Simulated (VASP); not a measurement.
# Mg (P6_3/mmc) in VASP: settings compared

The runs below take Mg through single point, with RPBE, PBE.

All numbers are computed with VASP 6.6.1; they aren't measurements. Logs are shortened: lines on timing, memory, paths and dates and some standing lists are left out, and cuts for length are marked.

## 1. The structure

Symmetry: P6_3/mmc, No. 194, hexagonal system. Conventional cell: a = 3.209 Å, b = 3.209 Å, c = 5.210 Å, α = 90.00°, β = 90.00°, γ = 120.00°. Around Mg (site symmetry -6m2) lie 12 Mg at 3.20 to 3.21 Å.

## 2. Single point, RPBE

INCAR reads:

```
SYSTEM = Mg
  ALGO = Fast
  EDIFF = 1E-6
  ENCUT = 550
  GGA = RP
  ISIF = 2
  ISMEAR = 0
  LASPH = .True.
  LCHARG = .False.
  LREAL = .False.
  LWAVE = .False.
  NBANDS = 9
  NELM = 80
  PREC = Accurate
  SIGMA = 0.02
```

KPOINTS reads:

```
k-points
0
Gamma
  10 10 5
  0 0 0
```

POSCAR reads:

```
Mg
1.0
    3.2093000000      0.0000000000      0.0000000000
   -1.6046500000      2.7793353284      0.0000000000
    0.0000000000      0.0000000000      5.2103000000
Mg
2
Cartesian
    1.6046500002      0.9264451094      3.9077250000
   -0.0000000002      1.8528902190      1.3025750000
```

Potentials or basis: VASP PAW PBE potentials, release 64 (Mg_GW).

The run is started by

```console
cat potpaw_PBE.64/Mg_GW/POTCAR > POTCAR
mpirun -np 1 vasp_std > vasp.out
```

OUTCAR:

```text
SYSTEM = Mg
   EDIFF = 1E-6
   ENCUT = 550
   GGA = RP
   ISIF = 2
   ISMEAR = 0
   LASPH = .True.
   LREAL = .False.
   NELM = 80
   PREC = Accurate

 ion  position               nearest neighbor table
   1  0.667  0.333  0.750-
   2  0.333  0.667  0.250-

  LATTYP: Found a hexagonal cell.
 ALAT       =     3.2093000000
 C/A-ratio  =     1.6235004518

  Lattice vectors:

 A1 = (   3.2093000000,   0.0000000000,   0.0000000000)
 A2 = (  -1.6046500000,   2.7793353284,   0.0000000000)
 A3 = (   0.0000000000,   0.0000000000,   5.2103000000)

Analysis of symmetry for initial positions (statically):
=====================================================================
 Subroutine PRICEL returns:
 Original cell was already a primitive cell.

 Routine SETGRP: Setting up the symmetry group for a
 hexagonal supercell.

 Subroutine GETGRP returns: Found 24 space group operations
 (whereof 12 operations were pure point group operations)
 out of a pool of 24 trial point group operations.

The static configuration has the point symmetry D_3d.
 The point group associated with its full space group is D_6h.

Analysis of symmetry for dynamics (positions and initial velocities):
=====================================================================
 Subroutine PRICEL returns:
 Original cell was already a primitive cell.

 Routine SETGRP: Setting up the symmetry group for a
 hexagonal supercell.

 Subroutine GETGRP returns: Found 24 space group operations
 (whereof 12 operations were pure point group operations)
 out of a pool of 24 trial point group operations.

The dynamic configuration has the point symmetry D_3d.
 The point group associated with its full space group is D_6h.

 Subroutine INISYM returns: Found 24 space group operations
 (whereof 12 operations are pure point group operations),
 and found     1 'primitive' translations

----------------------------------------------------------------------------------------

                                     Primitive cell

  volume of cell :      46.4744

  direct lattice vectors                    reciprocal lattice vectors
     3.209300000  0.000000000  0.000000000     0.311594429  0.179899127  0.000000000
    -1.604650000  2.779335328  0.000000000     0.000000000  0.359798255  0.000000000
     0.000000000  0.000000000  5.210300000     0.000000000  0.000000000  0.191927528

[... 99 lines left out ...]
   NELM   =     80;   NELMIN=  2; NELMDL= -5     # of ELM steps
   EDIFF  = 0.1E-05   stopping-criterion for ELM
   LREAL  =      F    real-space projection
   EDIFFG = 0.1E-04   stopping-criterion for IOM
   NSW    =      0    number of steps for IOM
   IBRION =     -1    ionic relax: 0-MD 1-quasi-New 2-CG
   NFREE  =      0    steps in history (QN), initial steepest desc. (CG)
   ISIF   =      2    stress and relaxation
   ISYM   =      2    0-nonsym 1-usesym 2-fastsym
   POTIM  = 0.5000    time-step for ionic-motion
   TEBEG  =    0.0;   TEEND  =   0.0 temperature during run
   PSTRESS=    0.0 pullay stress
   NELECT =       4.0000    total number of electrons
   NUPDOWN=      -1.0000    fix difference up-down
   EMIN   =  10.00;   EMAX   =-10.00  energy-range for DOS
   EFERMI =   0.00;   METHOD = LEGACY
   ISMEAR =     0;   SIGMA  =   0.02  broadening in eV -4-tet -1-fermi 0-gaus
   EFERMI_NEDOS =   21; number of points for ismear=-14 and -15
   IALGO  =     68    algorithm
   IMIX   =      4    mixing-type and parameters
     AMIX     =   0.40;   BMIX     =  1.00
     AMIX_MAG =   1.60;   BMIX_MAG =  1.00
  volume/ion in A,a.u.               =      23.24       156.81
  Fermi-wavevector in a.u.,A,eV,Ry     =   0.722809  1.365911  7.108401  0.522453
  Thomas-Fermi vector in A             =   1.812866
   LORBIT       =      0    0 simple, 1 ext, 2 COOP (PROOUT), +10 PAW based schemes
   GGA     = RP    functional components
   LHFCALC =     F    Hartree Fock is set to
   AEXX    =    0.0000 exact exchange contribution
   IVDW    =     0    specifies the selected vdW correction
   LEPSILON=     F    determine dielectric tensor
   LRPA    =     F    only Hartree local field effects (RPA)
 non-spin polarized calculation
 RMM-DIIS sequential band-by-band and
 Gauss-broadening in eV      SIGMA  =   0.02
  energy-cutoff  :      550.00
  volume of cell :       46.47
 maximum number of plane-waves:      1376
 NGX is ok and might be reduce to    28
   NGX = 13   NGY = 13   NGZ = 19

 number of electron       4.0000000 magnetization

 Free energy of the ion-electron system (eV)
  ---------------------------------------------------
  ext. energy  EPLUGINS =         0.00000000
  ---------------------------------------------------
  free energy    TOTEN  =        -2.66714649 eV

  energy without entropy =       -2.66667459  energy(sigma->0) =       -2.66691054

 E-fermi :   2.6779     XC(G=0):  -8.3559

 val. band max:        2.6701274660   @ k =   0.4000   0.1000   0.4000
 cond. band min:       2.7259320896   @ k =   0.3000   0.3000   0.0000
 fundamental gap:      0.0558046236
 Fermi energy:         2.6779387760

 k-point     1 :       0.0000    0.0000    0.0000
  band No.  band energies     occupation
      1      -4.2040      2.00000
      2       0.9914      2.00000
      3       1.4609      2.00000
      4      13.5535      0.00000
      5      13.5535      0.00000
      6      13.6668      0.00000
      7      13.6668      0.00000
      8      14.4331      0.00000
      9      16.0122      0.00000
[... 457 lines left out ...]
 k-point    40 :       0.3000    0.2000    0.4000
  band No.  band energies     occupation
      1       0.2853      2.00000
      2       1.3205      2.00000
      3       4.0191      0.00000
      4       4.9178      0.00000
      5       6.0536      0.00000
      6       6.9544      0.00000
      7      10.0073      0.00000
      8      12.8184      0.00000
      9      13.4488      0.00000

 [... further k-points ...]
[... 5 lines left out ...]
  --------------------------------------------------------------------------------------
  -------------------------------------------------------------------------------------
  Total        0.0649076      0.0649076      0.3124971      0.0000000      0.0000000      0.0000000
  in kB        2.2376501      2.2376501     10.7731454      0.0000000      0.0000000      0.0000000
  external PRESSURE =       5.0828152 kB  Pullay stress =       0.0000000 kB

 VOLUME and BASIS-vectors are now :
 -----------------------------------------------------------------------------
  energy-cutoff  :      550.00
  volume of cell :       46.47
      direct lattice vectors                 reciprocal lattice vectors
     3.209300000  0.000000000  0.000000000     0.311594429  0.179899127  0.000000000
    -1.604650000  2.779335328  0.000000000     0.000000000  0.359798255  0.000000000
     0.000000000  0.000000000  5.210300000     0.000000000  0.000000000  0.191927528

 POSITION                                       TOTAL-FORCE (eV/Angst)
 -----------------------------------------------------------------------------------
      1.60465      0.92645      3.90773        -0.000000     -0.000000      0.000000
     -0.00000      1.85289      1.30258         0.000000      0.000000      0.000000
 -----------------------------------------------------------------------------------
    total drift:                               -0.000000      0.000000     -0.000000

  FREE ENERGIE OF THE ION-ELECTRON SYSTEM (eV)
  ---------------------------------------------------
  free  energy   TOTEN  =        -2.6671464907 eV

  energy  without entropy=       -2.6666745905  energy(sigma->0) =       -2.66691054
```

Run time: 21 s. Hardware: 1 thread of Intel Xeon Platinum 8559C (Emerald Rapids), shared host; peak memory 0.17 GiB.

Results:

```yaml
Free_energy: -2.6671 eV
Pressure: 0.5 GPa
Band_gap_on_the_k_mesh: none (metal or under the smearing width)
```

Levels at points of the mesh, in eV from the Fermi level:
```csv
k point,band 1,band 2,band 3,band 4,band 5,band 6
"(0.00, 0.00, 0.00)",-6.88,-1.69,-1.22,10.88,10.88,10.99
"(0.50, 0.00, 0.00)",-2.14,-2.11,2.64,2.99,3.27,3.68
```

Caveat: the PAW data sets were made with another functional, which shifts forces and pressure a little.

## 3. Single point, RPBE

run.py reads:

```python
from ase.calculators.vasp import Vasp
from ase.dft.bandgap import bandgap
from ase.io import read

atoms = read('Mg.cif', primitive_cell=True, subtrans_included=False)
calc = Vasp(
    directory='calc',
    xc='rpbe',
    pp='PBE',
    setups={'base': 'minimal', 'Mg': '_GW'},
    prec='Accurate',
    encut=550,
    ediff=1e-07,
    ismear=0,
    sigma=0.02,
    lreal=False,
    lasph=True,
    nelm=80,
    algo='Normal',
    isif=2,
    lwave=False,
    lcharg=False,
    kpts=[10, 10, 5],
    gamma=True,
)
atoms.calc = calc

print('energy (eV):', atoms.get_potential_energy())
print('free energy (eV):', atoms.get_potential_energy(force_consistent=True))
print('forces (eV/A):')
print(atoms.get_forces())
print('stress (eV/A^3, Voigt):', atoms.get_stress())
print('Fermi level (eV):', calc.get_fermi_level())
gap, top, bottom = bandgap(calc)
print('band gap (eV):', gap, 'from (spin, k, band)', top, 'to', bottom)
```

Mg.cif reads:

```cif
data_Mg
_cell_length_a 3.20930000
_cell_length_b 3.20930000
_cell_length_c 5.21030000
_cell_angle_alpha 90.00000000
_cell_angle_beta 90.00000000
_cell_angle_gamma 120.00000000
_space_group_name_H-M_alt 'P6_3/mmc'
_space_group_name_Hall '-P 6c 2c'
_space_group_IT_number 194
loop_
_space_group_symop_operation_xyz
'x,y,z'
'-x,-y,-z'
'x-y,x,z+1/2'
'-x+y,-x,-z+1/2'
'-y,x-y,z'
'y,-x+y,-z'
'-x,-y,z+1/2'
'x,y,-z+1/2'
'-x+y,-x,z'
'x-y,x,-z'
'y,-x+y,z+1/2'
'-y,x-y,-z+1/2'
'-y,-x,-z+1/2'
'y,x,z+1/2'
'-x,-x+y,-z'
'x,x-y,z'
'-x+y,y,-z+1/2'
'x-y,-y,z+1/2'
'y,x,-z'
'-y,-x,z'
'x,x-y,-z+1/2'
'-x,-x+y,z+1/2'
'x-y,-y,-z'
'-x+y,y,z'
loop_
_atom_site_label
_atom_site_type_symbol
_atom_site_symmetry_multiplicity
_atom_site_Wyckoff_symbol
_atom_site_fract_x
_atom_site_fract_y
_atom_site_fract_z
_atom_site_occupancy
Mg1 Mg 2 c 0.6666666667 0.3333333333 0.7500000000 1
```

Potentials or basis: VASP PAW PBE potentials, release 64 (Mg_GW).

The run is started by

```console
python run.py
```

It took 15 s on 1 thread of Intel Xeon Platinum 8559C (Emerald Rapids), shared host; peak memory 0.16 GiB.

The run converged. Its results:

| Quantity | Value |
| --- | --- |
| Free energy | -2.6671 eV |
| Pressure | 0.5 GPa |
| Band gap on the k mesh | none (metal or under the smearing width) |

Stress tensor (GPa, compression positive):
```
0.22 0.00 0.00
0.00 0.22 0.00
0.00 0.00 1.08
```

Levels at points of the mesh, in eV from the Fermi level:
```csv
k point,band 1,band 2,band 3,band 4,band 5,band 6
"(0.00, 0.00, 0.00)",-6.88,-1.69,-1.22,10.88,10.88,10.99
"(0.50, 0.00, 0.00)",-2.14,-2.11,2.64,2.99,3.27,3.68
```

Caveat: the PAW data sets were made with another functional, which shifts forces and pressure a little.

## 4. Single point, PBE

INCAR reads:

```
SYSTEM = Mg
  PREC = Accurate
  ENCUT = 520
  EDIFF = 1E-6
  ISMEAR = 0
  SIGMA = 0.014
  LREAL = .False.
  LASPH = .True.
  NELM = 100
  ALGO = Fast
  ISIF = 2
  LWAVE = .False.
  LCHARG = .True.
  GGA = PE
  LELF = .True.
  LVHAR = .True.
  NBANDS = 9
```

KPOINTS reads:

```
regular mesh
0
Gamma
  10 10 5
  0 0 0
```

POSCAR reads:

```
Mg
1.0
    3.2093000000      0.0000000000      0.0000000000
   -1.6046500000      2.7793353284      0.0000000000
    0.0000000000      0.0000000000      5.2103000000
Mg
2
Direct
    0.6666666667      0.3333333333      0.7500000000
    0.3333333333      0.6666666667      0.2500000000
```

Potentials or basis: VASP PAW PBE potentials, release 64 (Mg).

The run is started by

```console
cat potpaw_PBE.64/Mg/POTCAR > POTCAR
mpirun -np 1 vasp_std > vasp.out
```

Wall time 11 s (1 thread of Intel Xeon Platinum 8259CL at 2.50GHz (Skylake/Cascade Lake), shared host); peak memory 0.15 GiB.

It converged, with:

```
Free energy            : -2.9990 eV
Pressure               : -0.6 GPa
Band gap on the k mesh : none (metal or under the smearing width)
```

Stress tensor (GPa, compression positive):
```
-0.83  0.00  0.00
 0.00 -0.83  0.00
 0.00  0.00 -0.07
```

Levels at points of the mesh, in eV from the Fermi level:
```csv
k point,band 1,band 2,band 3,band 4,band 5,band 6
"(0.00, 0.00, 0.00)",-6.87,-1.65,-1.23,10.88,10.88,10.97
"(0.50, 0.00, 0.00)",-2.11,-2.11,2.66,3.03,3.26,3.67
```

## 5. The reference run

An earlier run on the cell as given: functional PBE; potentials or basis VASP PAW PBE potentials, release 64 (Mg); cutoff 520 eV; k mesh 10 × 10 × 5; occupations fermi-dirac, width 0.05 eV; no spin polarisation.

* Pressure: -0.5 GPa
* Band gap on the k mesh: none (metal or under the smearing width)

## 6. Summary

| level | potentials or basis | cutoff (eV) | smearing | gap on the mesh (eV) | pressure (GPa) |
| --- | --- | --- | --- | --- | --- |
| RPBE | VASP PAW PBE potentials, release 64 (Mg_GW) | 550 | gaussian 0.02 eV | none | 0.5 |
| PBE | VASP PAW PBE potentials, release 64 (Mg) | 520 | gaussian 0.014 eV | none | -0.6 |
| PBE | VASP PAW PBE potentials, release 64 (Mg) | 520 | fermi-dirac 0.05 eV | none | -0.5 |

Alike in all rows: task single point; no spin polarisation; cell as given; k mesh 10 × 10 × 5.

Caveats: the PAW data sets were made with another functional, which shifts forces and pressure a little (some runs).

Total energies depend on the potentials used, so only differences within one code and one set of settings carry meaning.
